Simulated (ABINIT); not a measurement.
# TiTe (F-43m) in ABINIT: single point with LDA-Teter

Aim: the single point of TiTe with LDA-Teter.

All numbers are computed with ABINIT 10.8.3 (patched build); they aren't measurements. Logs are shortened: lines on timing, memory, paths and dates and some standing lists are left out, and cuts for length are marked. The log counts tension as positive stress, the text compression.

### Step 1. The cell of the first run

It takes space group F-43m (No. 216, cubic). The conventional cell has a = 6.793 Å, b = 6.793 Å, c = 6.793 Å, α = 90.00°, β = 90.00°, γ = 90.00°. Ti (site symmetry -43m) has 4 Te at 2.94 Å as nearest neighbours. Around Te (site symmetry -43m) lie 4 Ti at 2.94 Å.

The cell comes from a database or a generator and needn't be the stable form of this composition.

### Step 2. Single point, LDA-Teter (cell stretched)

Input file run.abi:

```
# Pseudopotentials
pp_dirpath "./"
pseudos "Ti.LDA_PW-JTH.xml, Te.LDA_PW-JTH.xml"

# Structure
acell 3*1.0 Angstrom
rprim
     0.0000000000     3.3966267544     3.3966267544
     3.3966267544     0.0000000000     3.3966267544
     3.3966267544     3.3966267544     0.0000000000
ntypat 2
znucl 22 52
natom 2
typat 1 2
xcart
     0.0000000000     0.0000000000     0.0000000000
     1.6983133772     1.6983133772     1.6983133772 Angstrom
chkprim 0
chksymtnons 0
tolsym 1.0e-6

# Plane-wave basis
ecut 15.0
pawecutdg 30.0

# k points
kptopt 1
ngkpt 5 5 5
nshiftk 1
shiftk 0.0 0.0 0.0

# Exchange and correlation
ixc 1

# Bands and occupations
nband 13
occopt 3
tsmear 0.05 eV

# SCF cycle
nstep 100
tolvrs 1.0e-9

# Output
iomode 3
prtwf 0
prtden 0
prteig 0
prtebands 0
enunit 1
```

Potentials or basis: JTH PAW LDA v2.0.

Started as:

```console
$ abinit run.abi > log 2>&1
```

run.abo:

```text
.Version 10.8.3 of ABINIT
 Symmetries : space group F-4 3 m (#216); Bravais cF (face-center cubic)
================================================================================
 Values of the parameters that define the memory need of the present run
     intxc =       0    ionmov =       0      iscf =      17    lmnmax =      18
     lnmax =       6     mgfft =      32  mpssoang =       3    mqgrid =    3001
     natom =       2  nloc_mem =       2    nspden =       1   nspinor =       1
    nsppol =       1      nsym =      24    n1xccc =       1    ntypat =       2
    occopt =       3   xclevel =       1
       mpw =        1478          nfft =       32768          nkpt =          10
 PAW method is used; the additional fine FFT grid is defined by:
   mgfftf=        48    nfftf =    110592
================================================================================
================================================================================

--------------------------------------------------------------------------------
------------- Echo of variables that govern the present computation ------------
--------------------------------------------------------------------------------
 -outvars: echo values of preprocessed input variables --------
            acell      1.8897261259E+00  1.8897261259E+00  1.8897261259E+00 Bohr
              amu      4.78800000E+01  1.27600000E+02
          chkprim           0
      chksymtnons           0
             ecut      1.50000000E+01 Hartree
           enunit           1
         kptrlatt        5    0    0      0    5    0      0    0    5
          kptrlen      4.53870228E+01
            natom           2
            nband          13
            ngfft          32      32      32
          ngfftdg          48      48      48
             nkpt          10
            nstep         100
             nsym          24
           ntypat           2
           occopt           3
        pawecutdg      3.00000000E+01 Hartree
           prtden           0
        prtebands           0
           prteig           0
            prtwf           0
            rprim      0.0000000000E+00  3.3966267544E+00  3.3966267544E+00
                       3.3966267544E+00  0.0000000000E+00  3.3966267544E+00
                       3.3966267544E+00  3.3966267544E+00  0.0000000000E+00
          spgroup         216
           tolsym      1.00000000E-06
           tolvrs      1.00000000E-09
           tsmear      1.83746611E-03 Hartree
            typat      1  2
           useylm           1
           xangst      0.0000000000E+00  0.0000000000E+00  0.0000000000E+00
                       1.6983133772E+00  1.6983133772E+00  1.6983133772E+00
            xcart      0.0000000000E+00  0.0000000000E+00  0.0000000000E+00
                       3.2093471589E+00  3.2093471589E+00  3.2093471589E+00
             xred      0.0000000000E+00  0.0000000000E+00  0.0000000000E+00
                       2.5000000000E-01  2.5000000000E-01  2.5000000000E-01
            znucl       22.00000   52.00000

================================================================================

 chkinp: Checking input parameters for consistency.

================================================================================
== DATASET  1 ==================================================================

--- !DatasetInfo
iteration_state: {dtset: 1, }
dimensions: {natom: 2, nkpt: 10, mband: 13, nsppol: 1, nspinor: 1, nspden: 1, mpw: 1478, }
cutoff_energies: {ecut:  15.0, pawecutdg:  30.0, }
electrons: {nelect:   1.80000000E+01, charge:   0.00000000E+00, occopt:   3.00000000E+00, tsmear:   1.83746611E-03, }
meta: {optdriver: 0, ionmov: 0, optcell: 0, iscf: 17, paral_kgb: 0, }
...

 Exchange-correlation functional for the present dataset will be:
  LDA: new Teter (4/93) with spin-polarized option - ixc=1
  S. Goedecker, M. Teter, J. Huetter, PRB 54, 1703 (1996)

 Real(R)+Recip(G) space primitive vectors, cartesian coordinates (Bohr,Bohr^-1):
 R(1)=  0.0000000  6.4186943  6.4186943  G(1)= -0.0778975  0.0778975  0.0778975
 R(2)=  6.4186943  0.0000000  6.4186943  G(2)=  0.0778975 -0.0778975  0.0778975
 R(3)=  6.4186943  6.4186943  0.0000000  G(3)=  0.0778975  0.0778975 -0.0778975
 Unit cell volume ucvol=  5.2889575E+02 bohr^3
 Angles (23,13,12)=  6.00000000E+01  6.00000000E+01  6.00000000E+01 degrees

 Coarse grid specifications (used for wave-functions):

 getcut: wavevector=  0.0000  0.0000  0.0000  ngfft=  32  32  32
         ecut(hartree)=     15.000   => boxcut(ratio)=   2.02198

 Fine grid specifications (used for densities):

 getcut: wavevector=  0.0000  0.0000  0.0000  ngfft=  48  48  48
         ecut(hartree)=     30.000   => boxcut(ratio)=   2.14464

--- Pseudopotential description ------------------------------------------------
- pspini: atom type   1  psp file is ./Ti.LDA_PW-JTH.xml
 Pseudopotential format is: paw10
 basis_size (lnmax)=  6 (lmn_size= 18), orbitals=   0   0   1   1   2   2
 Spheres core radius: rc_sph= 2.30802695
 Shapefunction is BESSEL type: shapef(r,l)=aa(1,l)*jl(q(1,l)*r)+aa(2,l)*jl(q(2,l)*r)
 Radius for shape functions =  2.01037111
 Compensation charge density is not taken into account in XC energy/potential

- pspini: atom type   2  psp file is ./Te.LDA_PW-JTH.xml
 Pseudopotential format is: paw10
 basis_size (lnmax)=  4 (lmn_size=  8), orbitals=   0   0   1   1
 Spheres core radius: rc_sph= 2.31107438
 Shapefunction is SIN type: shapef(r)=[sin(pi*r/rshp)/(pi*r/rshp)]**2
 Radius for shape functions =  2.10488624
 Compensation charge density is not taken into account in XC energy/potential

   2.41047729E+03                                ecore*ucvol(ha*bohr**3)
--------------------------------------------------------------------------------

================================================================================

--- !BeginCycle
iteration_state: {dtset: 1, }
solver: {iscf: 17, nstep: 100, nline: 4, wfoptalg: 10, }
tolerances: {tolvrs: 1.00E-09, }
...

     iter   Etot(hartree)      deltaE(h)  residm     nres2
 ETOT  1  -65.734971750009    -6.573E+01 2.332E+00 9.712E+00
 ETOT  2  -67.141736342137    -1.407E+00 1.046E-01 7.037E+00
 ETOT  3  -67.123281813509     1.845E-02 7.593E-03 4.086E-01
 ETOT  4  -67.123451362663    -1.695E-04 1.229E-02 9.800E-02
 ETOT  5  -67.123064103244     3.873E-04 1.318E-03 4.417E-02
 ETOT  6  -67.122895042256     1.691E-04 7.695E-04 5.355E-03
 ETOT  7  -67.122886513365     8.529E-06 7.980E-05 6.585E-04
 ETOT  8  -67.122884872360     1.641E-06 5.709E-05 1.960E-04
 ETOT  9  -67.122883900290     9.721E-07 1.311E-05 2.651E-06
 ETOT 10  -67.122883935898    -3.561E-08 1.424E-05 9.070E-07
 ETOT 11  -67.122883930811     5.087E-09 1.775E-05 5.050E-08
 ETOT 12  -67.122883931001    -1.901E-10 1.467E-05 1.595E-09
 ETOT 13  -67.122883931010    -9.067E-12 1.709E-05 2.419E-10

 At SCF step   13       nres2   =  2.42E-10 < tolvrs=  1.00E-09 =>converged.

 Cartesian components of stress tensor (hartree/bohr^3)
  sigma(1 1)=  3.39420232E-04  sigma(3 2)=  0.00000000E+00
  sigma(2 2)=  3.39420232E-04  sigma(3 1)=  0.00000000E+00
  sigma(3 3)=  3.39420232E-04  sigma(2 1)=  0.00000000E+00

--- !ResultsGS
iteration_state: {dtset: 1, }
comment   : Summary of ground state results
lattice_vectors:
- [  0.0000000,   6.4186943,   6.4186943, ]
- [  6.4186943,   0.0000000,   6.4186943, ]
- [  6.4186943,   6.4186943,   0.0000000, ]
lattice_lengths: [   9.07740,    9.07740,    9.07740, ]
lattice_angles: [ 60.000,  60.000,  60.000, ] # degrees, (23, 13, 12)
lattice_volume:   5.2889575E+02
convergence: {deltae: -9.067E-12, res2:  2.419E-10, residm:  1.709E-05, diffor: null, }
etotal    :  -6.71228839E+01
entropy   :   0.00000000E+00
fermie    :  -8.56686170E-02
cartesian_stress_tensor: # hartree/bohr^3
- [  3.39420232E-04,   0.00000000E+00,   0.00000000E+00, ]
- [  0.00000000E+00,   3.39420232E-04,   0.00000000E+00, ]
- [  0.00000000E+00,   0.00000000E+00,   3.39420232E-04, ]
pressure_GPa:  -9.9861E+00
xred      :
- [  0.0000E+00,   0.0000E+00,   0.0000E+00, Ti]
- [  2.5000E-01,   2.5000E-01,   2.5000E-01, Te]
cartesian_forces: # hartree/bohr
- [  3.27734735E-31,  -1.63867367E-31,   0.00000000E+00, ]
- [ -3.27734735E-31,   1.63867367E-31,  -1.75162308E-46, ]
force_length_stats: {min:   3.66418573E-31, max:   3.66418573E-31, mean:   3.66418573E-31, }
...

 Integrated electronic density in atomic spheres:
 ------------------------------------------------
 Atom  Sphere_radius  Integrated_density
    1        2.30803          9.97744828
    2        2.31107          3.14990226

================================================================================

 ----iterations are completed or convergence reached----

 Mean square residual over all n,k,spin=   13.440E-08; max=  17.085E-06
 reduced coordinates (array xred) for    2 atoms
       0.000000000000      0.000000000000      0.000000000000
       0.250000000000      0.250000000000      0.250000000000
 rms dE/dt=  6.3109E-30; max dE/dt=  8.4145E-30; dE/dt below (all hartree)
    1       0.000000000000      0.000000000000     -0.000000000000
    2       0.000000000000      0.000000000000     -0.000000000000

 cartesian coordinates (angstrom) at end:
    1      0.00000000000000     0.00000000000000     0.00000000000000
    2      1.69831337720000     1.69831337720000     1.69831337720000

 cartesian forces (hartree/bohr) at end:
    1      0.00000000000000    -0.00000000000000     0.00000000000000
    2     -0.00000000000000     0.00000000000000    -0.00000000000000
 frms,max,avg= 2.1155186E-31 3.2773473E-31   0.000E+00  0.000E+00  0.000E+00 h/b

 cartesian forces (eV/Angstrom) at end:
    1      0.00000000000000    -0.00000000000000     0.00000000000000
    2     -0.00000000000000     0.00000000000000    -0.00000000000000
 frms,max,avg= 1.0878434E-29 1.6852798E-29   0.000E+00  0.000E+00  0.000E+00 e/A
 length scales=  1.889726125908  1.889726125908  1.889726125908 bohr
              =  1.000000000000  1.000000000000  1.000000000000 angstroms
 Fermi (or HOMO) energy (eV) =  -2.33116   Average Vxc (eV)=  -8.14559
 Eigenvalues (   eV  ) for nkpt=  10  k points:
 kpt#   1, nband= 13, wtk=  0.00800, kpt=  0.0000  0.0000  0.0000 (reduced coord)
 -59.60336  -36.16471  -36.16471  -36.16471  -14.02968   -5.08236   -5.08236   -5.08236
  -2.25454   -2.25454   -1.72925   -0.35549   -0.35549
 prteigrs : prtvol=0 or 1, do not print more k-points.

--- !EnergyTerms
iteration_state     : {dtset: 1, }
comment             : Components of total free energy in Hartree
kinetic             :  1.00506178080983E+01
hartree             :  2.15724156644273E+01
xc                  : -7.14924086579919E+00
Ewald energy        : -3.66411728949076E+01
psp_core            :  4.55756601372545E+00
local_psp           : -5.79629586978309E+01
PAW spherical_terms : -1.54785285336334E+00
internal            : -6.71206258256501E+01
'-kT*entropy'       : -2.25268227282726E-03
total_energy        : -6.71228785079229E+01
total_energy_eV     : -1.82650657302115E+03
...

--- !EnergyTermsDC
iteration_state     : {dtset: 1, }
comment             : '"Double-counting" decomposition of free energy'
band_energy         : -1.47622683343324E+01
Ewald energy        : -3.66411728949076E+01
psp_core            :  4.55756601372545E+00
xc_dc               : -2.22658806055531E+01
PAW spherical_terms :  1.99112457233046E+00
internal            : -6.71206312487372E+01
'-kT*entropy'       : -2.25268227282726E-03
total_energy_dc     : -6.71228839310101E+01
total_energy_dc_eV  : -1.82650672059087E+03
...

--- !EnergyTermsWithPAWCore
iteration_state     : {dtset: 1, }
comment             : 'Components of total free energy, including PAW core contributions'
Total energy        : -7.64092298770331E+03
Total energy DC     : -7.64092299312639E+03
Total energy (eV)   : -2.07920106694190E+05
Total energy DC (eV): -2.07920106841760E+05
...

 Cartesian components of stress tensor (hartree/bohr^3)
  sigma(1 1)=  3.39420232E-04  sigma(3 2)=  0.00000000E+00
  sigma(2 2)=  3.39420232E-04  sigma(3 1)=  0.00000000E+00
  sigma(3 3)=  3.39420232E-04  sigma(2 1)=  0.00000000E+00

-Cartesian components of stress tensor (GPa)         [Pressure= -9.9861E+00 GPa]
- sigma(1 1)=  9.98608798E+00  sigma(3 2)=  0.00000000E+00
- sigma(2 2)=  9.98608798E+00  sigma(3 1)=  0.00000000E+00
- sigma(3 3)=  9.98608798E+00  sigma(2 1)=  0.00000000E+00

== END DATASET(S) ==============================================================
================================================================================

 -outvars: echo values of variables after computation  --------
            acell      1.8897261259E+00  1.8897261259E+00  1.8897261259E+00 Bohr
           etotal     -6.7122883931E+01
            fcart      3.2773473489E-31 -1.6386736745E-31  0.0000000000E+00
                      -3.2773473489E-31  1.6386736745E-31 -1.7516230804E-46
            rprim      0.0000000000E+00  3.3966267544E+00  3.3966267544E+00
                       3.3966267544E+00  0.0000000000E+00  3.3966267544E+00
                       3.3966267544E+00  3.3966267544E+00  0.0000000000E+00
           strten      3.3942023158E-04  3.3942023158E-04  3.3942023158E-04
                       0.0000000000E+00  0.0000000000E+00  0.0000000000E+00
           xangst      0.0000000000E+00  0.0000000000E+00  0.0000000000E+00
                       1.6983133772E+00  1.6983133772E+00  1.6983133772E+00
             xred      0.0000000000E+00  0.0000000000E+00  0.0000000000E+00
                       2.5000000000E-01  2.5000000000E-01  2.5000000000E-01
 Calculation completed.
```

Wall time 8.2 s (1 thread of AMD EPYC 7R43 (Zen 3), shared host); peak memory 0.09 GiB.

Results:

* Free energy: -1826.5067 eV
* Pressure: -10.0 GPa
* Band gap on the k mesh: none (metal or under the smearing width)
* Valence electrons inside the program's atomic spheres: Ti 9.98; Te 3.15
